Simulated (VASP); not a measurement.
# ZnO (zincite) (P6_3mc) in VASP: a series of runs, part 2 of 2

VASP 6.6.1. Earlier steps stand in the parts before.

## (5) Phonons, PBE

This run uses another cell than the first one, of 12.39 Å³/atom, 1.046 times its volume.

POSCAR reads:

```
ZnO
1.0
    3.2865007063      0.0000000000      0.0000000000
   -1.6432503531      2.8461931011     -0.0000000000
    0.0000000000      0.0000000000      5.3003898500
  Zn              O
     2     2
Direct
     0.3333333332999970    0.6666666667000030    0.4998270069671076
     0.6666666667000030    0.3333333332999970    0.9998270069671076
     0.6666666667000030    0.3333333332999970    0.3791829930328934
     0.3333333332999970    0.6666666667000030    0.8791829930328934
```

INCAR.step1 reads:

```
  PREC = Accurate
  ENCUT = 600
  EDIFF = 1E-8
  ISMEAR = 0
  SIGMA = 0.03
  LREAL = False
  LASPH = True
  NELM = 80
  ALGO = Fast
  ISIF = 3
  LWAVE = False
  LCHARG = False
  GGA = PE
  KPAR = 2
  IBRION = 2
  NSW = 40
  EDIFFG = -0.002
```

INCAR.step2 reads:

```
  PREC = Accurate
  ENCUT = 600
  EDIFF = 1E-8
  ISMEAR = 0
  SIGMA = 0.03
  LREAL = False
  LASPH = True
  NELM = 80
  ALGO = Fast
  ISIF = 2
  LWAVE = False
  LCHARG = False
  GGA = PE
  KPAR = 2
  IBRION = 6
  NFREE = 2
  POTIM = 0.015
  NSW = 1
```

KPOINTS reads:

```
Automatic mesh
0
Gamma
  9 9 5
```

Potentials or basis: VASP PAW PBE potentials, release 64 (Zn, O).

The run is started by

```
> cat potpaw_PBE.64/Zn/POTCAR potpaw_PBE.64/O/POTCAR > POTCAR
> cp INCAR.step1 INCAR
> mpirun -np 2 vasp_std > vasp.out
> cp CONTCAR POSCAR
> cp INCAR.step2 INCAR
> mpirun -np 2 vasp_std > vasp.out
```

OUTCAR:

```text
PREC = Accurate
   ENCUT = 600
   EDIFF = 1E-8
   ISMEAR = 0
   LREAL = False
   LASPH = True
   NELM = 80
   ISIF = 2
   GGA = PE
   IBRION = 6
   NFREE = 2
   POTIM = 0.015
   NSW = 1

 ion  position               nearest neighbor table
   1  0.333  0.667  0.500-   3 2.00   3 2.00   3 2.00   4 2.01
   2  0.667  0.333  1.000-   4 2.00   4 2.00   4 2.00   3 2.01
   3  0.667  0.333  0.379-   1 2.00   1 2.00   1 2.00   2 2.01
   4  0.333  0.667  0.879-   2 2.00   2 2.00   2 2.00   1 2.01

  LATTYP: Found a hexagonal cell.
 ALAT       =     3.2858134729
 C/A-ratio  =     1.6133855703

  Lattice vectors:

 A1 = (   3.2858134729,  -0.0000000000,   0.0000000000)
 A2 = (  -1.6429067364,   2.8455979395,   0.0000000000)
 A3 = (   0.0000000000,   0.0000000000,   5.3012840439)

Analysis of symmetry for initial positions (statically):
=====================================================================
 Subroutine PRICEL returns:
 Original cell was already a primitive cell.

 Routine SETGRP: Setting up the symmetry group for a
 hexagonal supercell.

 Subroutine GETGRP returns: Found 12 space group operations
 (whereof  6 operations were pure point group operations)
 out of a pool of 24 trial point group operations.

The static configuration has the point symmetry C_3v.
 The point group associated with its full space group is C_6v.

Analysis of symmetry for dynamics (positions and initial velocities):
=====================================================================
 Subroutine PRICEL returns:
 Original cell was already a primitive cell.

 Routine SETGRP: Setting up the symmetry group for a
 hexagonal supercell.

 Subroutine GETGRP returns: Found 12 space group operations
 (whereof  6 operations were pure point group operations)
 out of a pool of 24 trial point group operations.

The dynamic configuration has the point symmetry C_3v.
 The point group associated with its full space group is C_6v.

 Subroutine INISYM returns: Found 12 space group operations
 (whereof  6 operations are pure point group operations),
 and found     1 'primitive' translations

----------------------------------------------------------------------------------------

                                     Primitive cell

  volume of cell :      49.5676

  direct lattice vectors                    reciprocal lattice vectors
     3.285813473 -0.000000000  0.000000000     0.304338639  0.175709995  0.000000000
    -1.642906736  2.845597939  0.000000000     0.000000000  0.351419990  0.000000000
     0.000000000  0.000000000  5.301284044     0.000000000  0.000000000  0.188633545
[... 118 lines left out ...]
   LRPA    =     F    only Hartree local field effects (RPA)
 finite differences with symmetry
 non-spin polarized calculation
 RMM-DIIS sequential band-by-band and
 Gauss-broadening in eV      SIGMA  =   0.03
  energy-cutoff  :      600.00
  volume of cell :       49.57
 maximum number of plane-waves:      1689
 NGX is ok and might be reduce to    28
   NGX = 13   NGY = 13   NGZ = 21

--------------------------------------- Ionic step        1  -------------------------------------------

 number of electron      36.0000014 magnetization

 Free energy of the ion-electron system (eV)
  ---------------------------------------------------
  ext. energy  EPLUGINS =         0.00000000
  ---------------------------------------------------
  free energy    TOTEN  =       -17.86562151 eV

  energy without entropy =      -17.86562151  energy(sigma->0) =      -17.86562151

------------------------ aborting loop because EDIFF is reached ----------------------------------------

  FORCE on cell =-STRESS in cart. coord.  units (eV):
  Direction    XX          YY          ZZ          XY          YZ          ZX
  --------------------------------------------------------------------------------------
  -------------------------------------------------------------------------------------
  Total        0.0016655      0.0016655      0.0069994      0.0000000      0.0000000      0.0000000
  in kB        0.0538354      0.0538354      0.2262423      0.0000000      0.0000000      0.0000000
  external PRESSURE =       0.1113044 kB  Pullay stress =       0.0000000 kB
[... 291 lines left out ...]
--------------------------------------- Ionic step        9  -------------------------------------------

 number of electron      36.0000013 magnetization

 Free energy of the ion-electron system (eV)
  ---------------------------------------------------
  ext. energy  EPLUGINS =         0.00000000
  ---------------------------------------------------
  free energy    TOTEN  =       -17.86444256 eV

  energy without entropy =      -17.86444256  energy(sigma->0) =      -17.86444256

 E-fermi :   1.0046     XC(G=0): -10.6971

 val. band max:        0.8456071355   @ k =   0.0000   0.0000   0.0000
 cond. band min:       1.5664336558   @ k =   0.0000   0.0000   0.0000
 fundamental gap:      0.7208265204
 Fermi energy:         1.0045541570

 k-point     1 :       0.0000    0.0000    0.0000
  band No.  band energies     occupation
      1     -16.9298      2.00000
      2     -16.2684      2.00000
      3      -4.6603      2.00000
      4      -4.6603      2.00000
      5      -4.6422      2.00000
      6      -4.5006      2.00000
[... 589 lines left out ...]
     21       8.5491      0.00000
     22       8.8913      0.00000

 [... further k-points ...]

------------------------ aborting loop because EDIFF is reached ----------------------------------------

  FORCE on cell =-STRESS in cart. coord.  units (eV):
  Direction    XX          YY          ZZ          XY          YZ          ZX
  --------------------------------------------------------------------------------------
  -------------------------------------------------------------------------------------
  Total       -0.0510302     -0.0510302      0.1294690     -0.0000000     -0.0000000      0.0000000
  in kB       -1.6494561     -1.6494561      4.1848403     -0.0000000     -0.0000000      0.0000000
  external PRESSURE =       0.2953094 kB  Pullay stress =       0.0000000 kB
[... 19 lines left out ...]
  FREE ENERGIE OF THE ION-ELECTRON SYSTEM (eV)
  ---------------------------------------------------
  free  energy   TOTEN  =       -17.8644425638 eV

  energy  without entropy=      -17.8644425638  energy(sigma->0) =      -17.86444256

 INTERNAL STRAIN TENSORS FROM DISPLACED ATOMS
 ============================================

 INTERNAL STRAIN TENSOR FOR ION    1 for displacements in x,y,z  (eV/Angst):
          X           Y           Z          XY          YZ          ZX
  --------------------------------------------------------------------------------
  x    -0.00000     0.00000    -0.00000    -6.05597    -0.00000    -3.80526
  y    -6.05597     6.05597    -0.00000     0.00000    -3.80527    -0.00000
  z    -3.79372    -3.79372     7.54455    -0.00000    -0.00000     0.00000

 INTERNAL STRAIN TENSOR FOR ION    4 for displacements in x,y,z  (eV/Angst):
          X           Y           Z          XY          YZ          ZX
  --------------------------------------------------------------------------------
  x    -0.00000     0.00000     0.00000    -7.05685     0.00000     3.80702
  y    -7.05685     7.05685    -0.00000     0.00000     3.80703     0.00000
  z     3.76336     3.76336    -7.54036     0.00000     0.00000    -0.00000

 Eigenvectors and eigenvalues of the dynamical matrix
 ----------------------------------------------------

   1 f  =   15.307943 THz    96.182645 2PiTHz  510.618028 cm-1    63.308538 meV
             X         Y         Z           dx          dy          dz
     -0.000000  1.897065  2.650070    -0.000000    0.000000   -0.079660
      1.642907  0.948533  5.300712     0.000000   -0.000000    0.079660
      1.642907  0.948533  2.009811     0.000000   -0.000000   -0.702605
     -0.000000  1.897065  4.660454    -0.000000    0.000000    0.702605
[... 71 lines left out ...]
  12 f/i=    0.009386 THz     0.058976 2PiTHz    0.313093 cm-1     0.038819 meV
             X         Y         Z           dx          dy          dz
     -0.000000  1.897065  2.650070    -0.000000   -0.000000   -0.633523
      1.642907  0.948533  5.300712    -0.000000   -0.000000   -0.633523
      1.642907  0.948533  2.009811    -0.000000   -0.000000   -0.314084
     -0.000000  1.897065  4.660454    -0.000000   -0.000000   -0.314084

 ELASTIC MODULI CONTR FROM IONIC RELAXATION (kBar)
 Direction    XX          YY          ZZ          XY          YZ          ZX
 --------------------------------------------------------------------------------
 XX        -566.7541    247.1184    319.0159     -0.0000     -0.0000      0.0000
 YY         247.1184   -566.7541    319.0159     -0.0000     -0.0000     -0.0000
 ZZ         319.0159    319.0159   -636.7946      0.0000      0.0000     -0.0000
 XY          -0.0000     -0.0000      0.0000   -406.9362      0.0000      0.0000
 YZ          -0.0000     -0.0000      0.0000      0.0000   -144.7392     -0.0000
 ZX           0.0000     -0.0000     -0.0000     -0.0000     -0.0000   -144.7383
 --------------------------------------------------------------------------------
```

Wall time 7.5 min (2 MPI ranks of Intel Xeon Platinum 8488C (Sapphire Rapids), shared host); peak memory 0.49 GiB.

Results:

- Highest phonon frequency at Γ, LO-TO splitting left out: 511 cm⁻¹

Phonon frequencies in cm⁻¹ (negative: imaginary):
| q point | frequencies |
| --- | --- |
| (0.000, 0.000, 0.000) | 0 0 0 91 91 246 349 370 370 400 400 511 |

## (6) Dielectric tensor, PBE

This run uses another cell than the first one, of 12.39 Å³/atom, 1.046 times its volume.

INCAR reads:

```
  PREC = Accurate
  ENCUT = 600
  EDIFF = 1E-8
  ISMEAR = 0
  SIGMA = 0.03
  LREAL = False
  LASPH = True
  NELM = 80
  ALGO = Fast
  ISIF = 2
  LWAVE = False
  LCHARG = False
  GGA = PE
  LEPSILON = True
  KPAR = 2
```

KPOINTS reads:

```
Automatic mesh
0
Gamma
  15 15 9
```

POSCAR reads:

```
ZnO                                     
1.0
    3.2858134729     -0.0000000000      0.0000000000
   -1.6429067364      2.8455979395      0.0000000000
    0.0000000000     -0.0000000000      5.3012840439
  Zn              O             
     2     2
Direct
     0.3333333332999970    0.6666666667000030    0.4998921358245625
     0.6666666667000030    0.3333333332999970    0.9998921358245627
     0.6666666667000030    0.3333333332999970    0.3791178641754384
     0.3333333332999970    0.6666666667000030    0.8791178641754382
```

Potentials or basis: VASP PAW PBE potentials, release 64 (Zn, O).

The run is started by

```
> cat potpaw_PBE.64/Zn/POTCAR potpaw_PBE.64/O/POTCAR > POTCAR
> mpirun -np 2 vasp_std > vasp.out
```

OUTCAR:

```text
PREC = Accurate
   ENCUT = 600
   EDIFF = 1E-8
   ISMEAR = 0
   LREAL = False
   LASPH = True
   NELM = 80
   ISIF = 2
   GGA = PE
   LEPSILON = True

 ion  position               nearest neighbor table
   1  0.333  0.667  0.500-   3 2.00   3 2.00   3 2.00   4 2.01
   2  0.667  0.333  1.000-   4 2.00   4 2.00   4 2.00   3 2.01
   3  0.667  0.333  0.379-   1 2.00   1 2.00   1 2.00   2 2.01
   4  0.333  0.667  0.879-   2 2.00   2 2.00   2 2.00   1 2.01

  LATTYP: Found a hexagonal cell.
 ALAT       =     3.2858134729
 C/A-ratio  =     1.6133855703

  Lattice vectors:

 A1 = (   3.2858134729,   0.0000000000,   0.0000000000)
[... 866 lines left out ...]
 ------------------------------------------------------
           5.339043     0.000000     0.000000
           0.000000     5.339043     0.000000
           0.000000     0.000000     5.349234
 ------------------------------------------------------

 PIEZOELECTRIC TENSOR (including local field effects)  for field in x, y, z        (e  Angst)
          XX          YY          ZZ          XY          YZ          ZX
  --------------------------------------------------------------------------------
  x     0.00000     0.00000     0.00000     0.00000     0.00000     1.26569
  y     0.00000    -0.00000     0.00000    -0.00000     1.26569     0.00000
  z     1.20916     1.20916    -2.43238     0.00000     0.00000    -0.00000

 PIEZOELECTRIC TENSOR (including local field effects)  for field in x, y, z        (C/m^2)
          XX          YY          ZZ          XY          YZ          ZX
  --------------------------------------------------------------------------------
  x     0.00000     0.00000     0.00000     0.00000     0.00000     0.40911
  y     0.00000    -0.00000     0.00000    -0.00000     0.40911     0.00000
  z     0.39084     0.39084    -0.78622     0.00000     0.00000    -0.00000

 BORN EFFECTIVE CHARGES (including local field effects) (in |e|, cummulative output)
 ---------------------------------------------------------------------------------
 ion    1
    1     2.13056     0.00000     0.00000
    2     0.00000     2.13056     0.00000
    3     0.00000     0.00000     2.18410
 ion    2
    1     2.13056     0.00000    -0.00000
    2     0.00000     2.13056     0.00000
    3     0.00000     0.00000     2.18410
 ion    3
    1    -2.13056    -0.00000     0.00000
    2    -0.00000    -2.13056     0.00000
    3    -0.00000     0.00000    -2.18410
 ion    4
    1    -2.13056    -0.00000     0.00000
    2    -0.00000    -2.13056     0.00000
    3     0.00000     0.00000    -2.18410
```

stdout:

```text
POSCAR found type information on POSCAR ZnO
 POSCAR found :  2 types and       4 ions
 scaLAPACK will be used
 LDA part: xc-table for (Slater+PW92), standard interpolation
 POSCAR, INCAR and KPOINTS ok, starting setup
 FFT: planning ... GRIDC
 FFT: planning ... GRID_SOFT
[... 102 lines left out ...]
 onal to |phi(0)> (1.205514695159034E-004,2.066044195976171E-017)
 LRF_COMMUTATOR internal error: the vector H(1)-e(1) S(1) |phi(0)> is not orthog
 onal to |phi(0)> (-1.016756018401357E-004,-3.472916398905568E-015)
 LRF_COMMUTATOR internal error: the vector H(1)-e(1) S(1) |phi(0)> is not orthog
 onal to |phi(0)> (-1.016755997854564E-004,4.440892098500626E-016)
 LRF_COMMUTATOR internal error: the vector H(1)-e(1) S(1) |phi(0)> is not orthog
 onal to |phi(0)> (1.165133997851342E-004,-2.622901895676932E-015)
 LRF_COMMUTATOR internal error: the vector H(1)-e(1) S(1) |phi(0)> is not orthog
 onal to |phi(0)> (1.062
```

Wall time 15 min (2 MPI ranks of Intel Xeon Platinum 8488C (Sapphire Rapids), shared host); peak memory 1.5 GiB.

Results:

| Item | Value |
| --- | --- |
| Band gap on the k mesh | 0.72 eV, direct |
| Electronic dielectric tensor (diagonal) | 5.34, 5.34, 5.35 |
| Born charges (mean of the diagonal) | Zn +2.15; O -2.15 e |

Electronic dielectric tensor:
```
5.34 0.00 0.00
0.00 5.34 0.00
0.00 0.00 5.35
```

Born effective charge tensors (e):
atom 1, Zn
```
2.13 0.00 0.00
0.00 2.13 0.00
0.00 0.00 2.18
```
atom 2, Zn
```
2.13 0.00 0.00
0.00 2.13 0.00
0.00 0.00 2.18
```
atom 3, O
```
-2.13  0.00  0.00
 0.00 -2.13  0.00
 0.00  0.00 -2.18
```
atom 4, O
```
-2.13  0.00  0.00
 0.00 -2.13  0.00
 0.00  0.00 -2.18
```

Caveat: an odd mesh through Γ misses points on the zone boundary, where band edges often lie.

## (7) Overview

| task | level | cell | k mesh | cutoff (eV) | grid for exact exchange (PRECFOCK) | screening parameter | exchange at q = 0 | share of exact exchange | by perturbation theory | gap on the mesh (eV) | pressure (GPa) | largest force (eV/Å) |
| --- | --- | --- | --- | --- | --- | --- | --- | --- | --- | --- | --- | --- |
| band structure | HSE06 | P6_3mc, 11.85 Å³/atom | 6 × 6 × 3 | 520 | Fast | 0.2 1/A | - | - | - | 2.50 | 2.3 | 0.01 |
| band structure | PBE0 | P6_3mc, 11.85 Å³/atom | 6 × 6 × 3 | 520 | Fast | - | truncated | - | - | 3.17 | 2.1 | 0.01 |
| band structure | PBE-EpsX | P6_3mc, 11.85 Å³/atom | 6 × 6 × 3 | 520 | Fast | - | truncated | 0.1709 | - | 2.39 | 3.5 | 0.01 |
| phonons | PBE | P6_3mc, 12.39 Å³/atom | 9 × 9 × 5 | 600 | - | - | - | - | no | - | - | - |
| dielectric tensor | PBE | P6_3mc, 12.39 Å³/atom | 15 × 15 × 9 | 600 | - | - | - | - | - | 0.72 | - | - |

Alike in all rows: potentials or basis VASP PAW PBE potentials, release 64 (Zn, O); no spin polarisation; smearing gaussian 0.03 eV.

On the cell as given the gap runs from 0.72 eV (PBE) to 3.17 eV (PBE0); the meshes differ, which moves gaps too. The pressure there spans 2.1 GPa (PBE0) to 3.5 GPa (PBE-EpsX); a positive pressure means that this level wants a larger cell, a negative one a smaller.

Caveats: the PAW data sets were made with another functional, which shifts forces and pressure a little (some runs); an odd mesh through Γ misses points on the zone boundary, where band edges often lie (some runs).

Total energies depend on the potentials used, so only differences within one code and one set of settings carry meaning.

## (8) Against experiment

Step 2. Measured gap of ZnO: 3.37 eV (quoted in “Electronic structure of alkaline earth and post-transition metal oxides”, 2009, arxiv:0908.1581). This calculation gives 2.50 eV (-0.87 eV). The value is that of HSE06, without temperature or zero-point motion.

Step 3. Measured gap of ZnO: 3.37 eV (quoted in “Electronic structure of alkaline earth and post-transition metal oxides”, 2009, arxiv:0908.1581). This calculation gives 3.17 eV (-0.20 eV). The value is that of PBE0, without temperature or zero-point motion.

Step 4. Measured gap of ZnO: 3.37 eV (quoted in “Electronic structure of alkaline earth and post-transition metal oxides”, 2009, arxiv:0908.1581). This calculation gives 2.39 eV (-0.98 eV). The value is that of PBE-EpsX, without temperature or zero-point motion.

Step 6. The gap isn't set beside the measured one, since this odd mesh misses points on the zone boundary.
